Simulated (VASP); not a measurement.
# BN (F-43m) in VASP: settings compared, part 2 of 3

VASP 6.6.1. Earlier steps stand in the parts before.

### 4 G0W0 quasiparticle levels, PBE

The input, POSCAR:

```
BN
1.0
    0.0000000000      1.8130010000      1.8130010000
    1.8130010000      0.0000000000      1.8130010000
    1.8130010000      1.8130010000      0.0000000000
N B
1 1
Direct
    0.2500000000      0.2500000000      0.2500000000
    0.0000000000      0.0000000000      0.0000000000
```

The input, INCAR.step1:

```
ALGO     = Normal         # electronic algorithm
EDIFF    = 1E-8           # SCF threshold, eV
ENCUT    = 450            # plane-wave cutoff, eV
GGA      = PE             # functional
ISMEAR   = 0              # smearing method
LASPH    = True           # aspherical terms in the spheres
LCHARG   = False          # write CHGCAR
LREAL    = False          # projectors in reciprocal space
LWAVE    = True           # write WAVECAR
NELM     = 60             # most SCF steps
PREC     = Accurate       # precision mode
SIGMA    = 0.01           # smearing width, eV
```

The input, INCAR.step2:

```
ALGO     = Exact          # electronic algorithm
EDIFF    = 1E-8           # SCF threshold, eV
ENCUT    = 450            # plane-wave cutoff, eV
GGA      = PE             # functional
ISMEAR   = 0              # smearing method
ISTART   = 1            
LASPH    = True           # aspherical terms in the spheres
LCHARG   = False          # write CHGCAR
LOPTICS  = True           # frequency-dependent dielectric function
LREAL    = False          # projectors in reciprocal space
LWAVE    = True           # write WAVECAR
NBANDS   = 144            # bands
NELM     = 1              # most SCF steps
PREC     = Accurate       # precision mode
SIGMA    = 0.01           # smearing width, eV
```

The input, INCAR.step3:

```
ALGO     = EVGW0          # electronic algorithm
EDIFF    = 1E-8           # SCF threshold, eV
ENCUT    = 450            # plane-wave cutoff, eV
ENCUTGW  = 300            # cutoff of the response function
GGA      = PE             # functional
ISMEAR   = 0              # smearing method
ISTART   = 1            
LASPH    = True           # aspherical terms in the spheres
LCHARG   = False          # write CHGCAR
LREAL    = False          # projectors in reciprocal space
LWAVE    = False          # write WAVECAR
NBANDS   = 144            # bands
NBANDSGW = 12           
NELMGW   = 1            
NOMEGA   = 50             # frequency points
PREC     = Accurate       # precision mode
PRECFOCK = Fast         
SIGMA    = 0.01           # smearing width, eV
```

The input, KPOINTS:

```
k-points
0
Gamma
  6 6 6
```

Potentials or basis: VASP PAW PBE potentials, release 64 (N_GW, B_GW).

The run is started by

```bash
cat potpaw_PBE.64/N_GW/POTCAR potpaw_PBE.64/B_GW/POTCAR > POTCAR
cp INCAR.step1 INCAR
mpirun -np 1 vasp_std > vasp.out
cp INCAR.step2 INCAR
mpirun -np 1 vasp_std > vasp.out
cp INCAR.step3 INCAR
mpirun -np 1 vasp_std > vasp.out
```

OUTCAR:

```text
EDIFF = 1E-8
   ENCUT = 450
   ENCUTGW = 300
   GGA = PE
   ISMEAR = 0
   ISTART = 1
   LASPH = True
   LREAL = False
   NELMGW = 1
   PREC = Accurate
   PRECFOCK = Fast

 ion  position               nearest neighbor table
   1  0.250  0.250  0.250-   2 1.57   2 1.57   2 1.57   2 1.57
   2  0.000  0.000  0.000-   1 1.57   1 1.57   1 1.57   1 1.57

  LATTYP: Found a face centered cubic cell.
 ALAT       =     3.6260020000

  Lattice vectors:

 A1 = (   0.0000000000,   1.8130010000,   1.8130010000)
 A2 = (   1.8130010000,   0.0000000000,   1.8130010000)
 A3 = (   1.8130010000,   1.8130010000,   0.0000000000)

Analysis of symmetry for initial positions (statically):
[... 157 lines left out ...]
   ENCUTGWSOFT         = 240.0    soft cutoff for Coulomb kernel in GW response function in eV
   ENCUTLF             =  -1.0    cutoff for local field effects
   NELMGW              =     1    number of iterations in solving QP/BSE equation
   NELMHF              =     1    number of iterations in the inner HF iteration
   NKREDLFX            =     1    NKREDLFY  =   1   NKREDLFZ  =   1
 non-spin polarized calculation
 Gauss-broadening in eV      SIGMA  =   0.01
  energy-cutoff  :      450.00
  volume of cell :       11.92
 maximum number of plane-waves:       269
 NGX is ok and might be reduce to    18
  NGX = 12; NGY = 12; NGZ = 12
   NGX =  9   NGY =  9   NGZ =  9
 maximum number of plane-waves:       150

 QP shifts <psi_nk| G(iteration)W_0 |psi_nk>: iteration 1
 for sc-GW calculations column KS-energies equals QP-energies in previous step
 and V_xc(KS)=  KS-energies - (<T + V_ion + V_H > + <T+V_H+V_ion>^1  + <V_x>^1)

 k-point   1 :       0.0000    0.0000    0.0000
  band No.  KS-energies  QP-energies   sigma(KS)   V_xc(KS)     V^pw_x(r,r')   Z            occupation Imag(sigma)

      1     -12.7787     -15.0123     -18.3380     -15.4678     -26.4529       0.7782       2.0000       1.4355
      2       7.3541       6.2137     -19.6446     -18.2564     -21.8528       0.8214       2.0000       0.0597
      3       7.3541       6.2137     -19.6446     -18.2564     -21.8528       0.8214       2.0000       0.0597
      4       7.3541       6.2137     -19.6446     -18.2564     -21.8528       0.8214       2.0000       0.0597
      5      16.1278      17.2900     -12.3523     -13.7513      -6.9797       0.8307       0.0000      -0.1048
      6      16.1278      17.2900     -12.3523     -13.7513      -6.9797       0.8307       0.0000      -0.1048
      7      16.1278      17.2900     -12.3523     -13.7513      -6.9797       0.8307       0.0000      -0.1048
      8      17.5468      18.4174     -14.3417     -15.4146      -8.3992       0.8114       0.0000      -0.1304
      9      31.9263      32.2498     -10.9926     -11.4017      -3.2986       0.7906       0.0000      -0.5684
     10      35.0206      35.9971     -12.1031     -13.2713      -5.4228       0.8358       0.0000      -0.5543
     11      35.0206      35.9971     -12.1031     -13.2713      -5.4228       0.8358       0.0000      -0.5543
     12      35.6187      36.1233     -10.4348     -11.0426      -3.0285       0.8304       0.0000      -0.8950
[... 228 lines left out ...]
      1      -7.0287      -8.8693     -19.9132     -17.4539     -26.8636       0.7485       2.0000       0.6403
      2      -0.7890      -2.6227     -17.7686     -15.4180     -22.0381       0.7801       2.0000       0.1421
      3       1.2127      -0.4182     -17.8099     -15.7634     -21.3792       0.7969       2.0000       0.0976
      4       1.2588      -0.2994     -17.2398     -15.2947     -20.5832       0.8011       2.0000       0.0897
      5      15.0918      15.8977     -12.8830     -13.8503      -7.8094       0.8331       0.0000      -0.1035
      6      19.2947      20.2326     -12.4334     -13.5678      -6.6795       0.8267       0.0000      -0.1215
      7      22.3234      23.6561     -13.4838     -15.1749      -6.4342       0.7881       0.0000      -0.1948
      8      24.0199      25.4349     -13.7372     -15.5480      -6.4633       0.7815       0.0000      -0.2197
      9      26.8020      28.1000     -14.4812     -16.1638      -6.8105       0.7714       0.0000      -0.3061
     10      33.0797      34.3230     -12.2874     -13.8481      -4.1997       0.7967       0.0000      -0.7318
     11      37.4123      38.2244     -11.8209     -12.8062      -4.1695       0.8242       0.0000      -0.9532
     12      40.5251      41.5771     -11.6019     -12.8837      -3.8335       0.8207       0.0000      -1.0465
```

OUTCAR.step2:

```text
EDIFF = 1E-8
   ENCUT = 450
   GGA = PE
   ISMEAR = 0
[... 850 lines left out ...]
  --------------------------------------------------------------------------------------------------------------
     0.00000     4.80267     4.80267     4.80267    -0.00000     0.00000     0.00000
     3.68985     5.19143     5.19143     5.19143    -0.00000     0.00000     0.00000
     7.37969     7.39914     7.39914     7.39914     0.00000     0.00000     0.00000
    11.06954     6.04047     6.04047     6.04047    -0.00000     0.00000    -0.00000
    14.75939     0.18883     0.18883     0.18883    -0.00000    -0.00000    -0.00000
    18.44923    -2.04959    -2.04959    -2.04959     0.00000     0.00000    -0.00000
[... 92 lines left out ...]
   361.60496     0.99275     0.99275     0.99275     0.00000    -0.00000    -0.00000
   365.29481     0.99290     0.99290     0.99290     0.00000    -0.00000    -0.00000
```

Run time: 3.4 min. Hardware: 1 thread of Intel Xeon Platinum 8259CL at 2.50GHz (Skylake/Cascade Lake), shared host; peak memory 0.37 GiB.

Results:

| Item | Value |
| --- | --- |
| Band gap on the k mesh, mean-field level | 4.45 eV, indirect (least direct gap 8.77 eV) |
| Quasiparticle gap | 6.14 eV |
| Least direct quasiparticle gap | 11.08 eV |

Caveat: the k mesh is coarse (spacing up to 0.50 Å⁻¹), so the values aren't converged; bands, screening cutoff and mesh are small and nothing is extrapolated, so the quasiparticle values aren't converged.

### 5 G0W0 quasiparticle levels, PBE

POSCAR is that of step 4.

The input, INCAR.step1:

```
PREC = Accurate
ENCUT = 450
EDIFF = 1E-8
ISMEAR = 0
SIGMA = 0.01
LREAL = False
LASPH = True
NELM = 60
ALGO = Fast
LWAVE = True
LCHARG = False
GGA = PE
```

The input, INCAR.step2:

```
PREC = Accurate
ENCUT = 450
EDIFF = 1E-8
ISMEAR = 0
SIGMA = 0.01
LREAL = False
LASPH = True
NELM = 1
ALGO = Exact
LWAVE = True
LCHARG = False
GGA = PE
NBANDS = 39
LOPTICS = True
ISTART = 1
```

The input, INCAR.step3:

```
PREC = Accurate
ENCUT = 450
EDIFF = 1E-8
ISMEAR = 0
SIGMA = 0.01
LREAL = False
LASPH = True
ALGO = EVGW0
LWAVE = False
LCHARG = False
GGA = PE
NELMGW = 1
NBANDS = 39
ENCUTGW = 120
NOMEGA = 50
PRECFOCK = Fast
ISTART = 1
NBANDSGW = 12
```

The input, KPOINTS:

```
regular mesh
0
Gamma
  8 8 8
```

Potentials or basis: VASP PAW PBE potentials, release 64 (N_GW, B_GW).

The run is started by

```bash
cat potpaw_PBE.64/N_GW/POTCAR potpaw_PBE.64/B_GW/POTCAR > POTCAR
cp INCAR.step1 INCAR
mpirun -np 1 vasp_std > vasp.out
cp INCAR.step2 INCAR
mpirun -np 1 vasp_std > vasp.out
cp INCAR.step3 INCAR
mpirun -np 1 vasp_std > vasp.out
```

OUTCAR:

```text
PREC = Accurate
   ENCUT = 450
   EDIFF = 1E-8
   ISMEAR = 0
   LREAL = False
   LASPH = True
   GGA = PE
   NELMGW = 1
   ENCUTGW = 120
   PRECFOCK = Fast
   ISTART = 1

 ion  position               nearest neighbor table
   1  0.250  0.250  0.250-   2 1.57   2 1.57   2 1.57   2 1.57
   2  0.000  0.000  0.000-   1 1.57   1 1.57   1 1.57   1 1.57

  LATTYP: Found a face centered cubic cell.
 ALAT       =     3.6260020000

  Lattice vectors:

 A1 = (   0.0000000000,   1.8130010000,   1.8130010000)
 A2 = (   1.8130010000,   0.0000000000,   1.8130010000)
 A3 = (   1.8130010000,   1.8130010000,   0.0000000000)

Analysis of symmetry for initial positions (statically):
=====================================================================
 Subroutine PRICEL returns:
 Original cell was already a primitive cell.

 Routine SETGRP: Setting up the symmetry group for a
 face centered cubic supercell.

 Subroutine GETGRP returns: Found 24 space group operations
 (whereof 24 operations were pure point group operations)
 out of a pool of 48 trial point group operations.

The static configuration has the point symmetry T_d .

Analysis of symmetry for dynamics (positions and initial velocities):
=====================================================================
 Subroutine PRICEL returns:
 Original cell was already a primitive cell.

 Routine SETGRP: Setting up the symmetry group for a
 face centered cubic supercell.

[... 120 lines left out ...]
   EFERMI_NEDOS =   21; number of points for ismear=-14 and -15
   IALGO  =     38    algorithm
   IMIX   =      4    mixing-type and parameters
     AMIX     =   0.40;   BMIX     =  1.00
     AMIX_MAG =   1.60;   BMIX_MAG =  1.00
  volume/ion in A,a.u.               =       5.96        40.22
  Fermi-wavevector in a.u.,A,eV,Ry     =   1.433387  2.708709 27.954506  2.054598
  Thomas-Fermi vector in A             =   2.552911
   LORBIT       =      0    0 simple, 1 ext, 2 COOP (PROOUT), +10 PAW based schemes
   GGA     = PE    functional components
   LHFCALC =     T    Hartree Fock is set to
   PRECFOCK=fast      Normal, Fast or Accurate (Low or Medium for compatibility)
   ENCUT4O =  -1.0   cutoff for four orbital integrals eV
   NKREDX  =     1    reduce k-point grid by
   NKREDY  =     1    reduce k-point grid by
   NKREDZ  =     1    reduce k-point grid by
   AEXX    =    1.0000 exact exchange contribution
   HFSCREEN=    0.0000 screening length (either q_TF or 0.3 A-1)
   HFSCREENC=   0.0000 screening length for correlation (either q_TF or 0.3 A-1)
   ENCUTFOCK=  -1.0 apply spherical cutoff to Coloumb kernel
   IVDW    =     0    specifies the selected vdW correction
   LEPSILON=     F    determine dielectric tensor
   LRPA    =     F    only Hartree local field effects (RPA)
   LRPAFORCE           =     F    calculate RPA forces
   ENCUTGW             = 120.0    cutoff for response function in eV
   ENCUTGWSOFT         =  96.0    soft cutoff for Coulomb kernel in GW response function in eV
   ENCUTLF             =  -1.0    cutoff for local field effects
   NELMGW              =     1    number of iterations in solving QP/BSE equation
   NELMHF              =     1    number of iterations in the inner HF iteration
   NKREDLFX            =     1    NKREDLFY  =   1   NKREDLFZ  =   1
 non-spin polarized calculation
 Gauss-broadening in eV      SIGMA  =   0.01
  energy-cutoff  :      450.00
  volume of cell :       11.92
 maximum number of plane-waves:       273
 NGX is ok and might be reduce to    18
  NGX = 12; NGY = 12; NGZ = 12
   NGX =  9   NGY =  9   NGZ =  9
 maximum number of plane-waves:        43
 NGX is ok and might be reduce to    12

 QP shifts <psi_nk| G(iteration)W_0 |psi_nk>: iteration 1
 for sc-GW calculations column KS-energies equals QP-energies in previous step
 and V_xc(KS)=  KS-energies - (<T + V_ion + V_H > + <T+V_H+V_ion>^1  + <V_x>^1)

 k-point   1 :       0.0000    0.0000    0.0000
  band No.  KS-energies  QP-energies   sigma(KS)   V_xc(KS)     V^pw_x(r,r')   Z            occupation Imag(sigma)

      1     -12.7802     -14.6350     -17.8542     -15.4683     -26.4536       0.7774       2.0000       1.4586
      2       7.3515       6.7857     -18.9423     -18.2563     -21.8065       0.8248       2.0000       0.0835
      3       7.3515       6.7857     -18.9423     -18.2563     -21.8065       0.8248       2.0000       0.0835
      4       7.3515       6.7857     -18.9423     -18.2563     -21.8065       0.8248       2.0000       0.0835
      5      16.1273      17.5990     -11.9858     -13.7514      -7.0103       0.8335       0.0000      -0.1079
      6      16.1273      17.5990     -11.9858     -13.7514      -7.0103       0.8335       0.0000      -0.1079
      7      16.1273      17.5990     -11.9858     -13.7514      -7.0103       0.8335       0.0000      -0.1079
      8      17.5447      18.8672     -13.7988     -15.4151      -8.4265       0.8182       0.0000      -0.1302
      9      31.9257      32.5397     -10.6313     -11.4029      -3.3010       0.7957       0.0000      -0.6080
     10      35.0202      36.4489     -11.5676     -13.2716      -5.4279       0.8384       0.0000      -0.5767
     11      35.0202      36.4489     -11.5676     -13.2716      -5.4279       0.8384       0.0000      -0.5767
     12      35.6183      36.3817     -10.1249     -11.0438      -3.0303       0.8308       0.0000      -0.9360
[... 356 lines left out ...]
      1      -7.9127      -9.3554     -18.9836     -17.0716     -26.7331       0.7546       2.0000       0.7962
      2      -2.2711      -3.7451     -16.5849     -14.6831     -21.5175       0.7751       2.0000       0.2423
      3       2.5577       1.4238     -17.7527     -16.3447     -21.5946       0.8053       2.0000       0.1300
      4       3.9319       2.9773     -17.7568     -16.5831     -21.1848       0.8134       2.0000       0.1086
      5      16.9071      18.1744     -12.2303     -13.7532      -7.2535       0.8322       0.0000      -0.1153
      6      18.4391      19.8392     -12.4571     -14.1568      -7.0004       0.8238       0.0000      -0.1323
      7      21.6049      23.4378     -13.6487     -15.9475      -7.4518       0.7974       0.0000      -0.1875
      8      23.0111      24.8328     -13.4898     -15.8037      -6.9127       0.7873       0.0000      -0.2264
      9      26.7278      27.9460     -11.3652     -12.8769      -4.9628       0.8058       0.0000      -0.2765
     10      33.0518      34.5804     -12.0906     -14.0046      -4.5908       0.7986       0.0000      -0.7346
     11      34.6988      36.0285     -11.5104     -13.1523      -4.1293       0.8099       0.0000      -0.8291
     12      37.8342      38.8041     -10.4479     -11.6157      -3.4642       0.8306       0.0000      -0.9706

 [... further k-points ...]
```

OUTCAR.step1:

```text
PREC = Accurate
   ENCUT = 450
   EDIFF = 1E-8
   ISMEAR = 0
   LREAL = False
[... 488 lines left out ...]
      0.90650      0.90650      0.90650        -0.000000     -0.000000     -0.000000
      0.00000      0.00000      0.00000         0.000000      0.000000      0.000000
 -----------------------------------------------------------------------------------
    total drift:                                0.000001      0.000001      0.000001

  FREE ENERGIE OF THE ION-ELECTRON SYSTEM (eV)
  ---------------------------------------------------
  free  energy   TOTEN  =       -17.4487261379 eV

  energy  without entropy=      -17.4487261379  energy(sigma->0) =      -17.44872614
```

OUTCAR.step2:

```text
PREC = Accurate
   ENCUT = 450
   EDIFF = 1E-8
   ISMEAR = 0
   LREAL = False
[... 1014 lines left out ...]
     0.00000     4.71571     4.71571     4.71571     0.00000    -0.00000    -0.00000
     1.57786     4.77697     4.77697     4.77697     0.00000    -0.00000    -0.00000
     3.15571     4.97800     4.97800     4.97800     0.00000    -0.00000    -0.00000
     4.73357     5.37679     5.37679     5.37679     0.00000    -0.00000    -0.00000
     6.31142     6.13725     6.13725     6.13725     0.00000    -0.00000    -0.00000
     7.88928     7.88281     7.88281     7.88281     0.00000    -0.00000    -0.00000
[... 92 lines left out ...]
   154.62988     0.96119     0.96119     0.96119    -0.00000     0.00000     0.00000
   156.20773     0.96202     0.96202     0.96202    -0.00000     0.00000     0.00000
```

It took 3.1 min on 1 thread of AMD EPYC 9R14 (Zen 4), shared host; peak memory 0.3 GiB.

What came out:

```
Band gap on the k mesh, mean-field level : 4.45 eV, indirect (least direct gap 8.78 eV)
Quasiparticle gap                        : 5.82 eV
Least direct quasiparticle gap           : 10.81 eV
```

Caveat: bands, screening cutoff and mesh are small and nothing is extrapolated, so the quasiparticle values aren't converged.

(Part 2 of 3 ends here.)
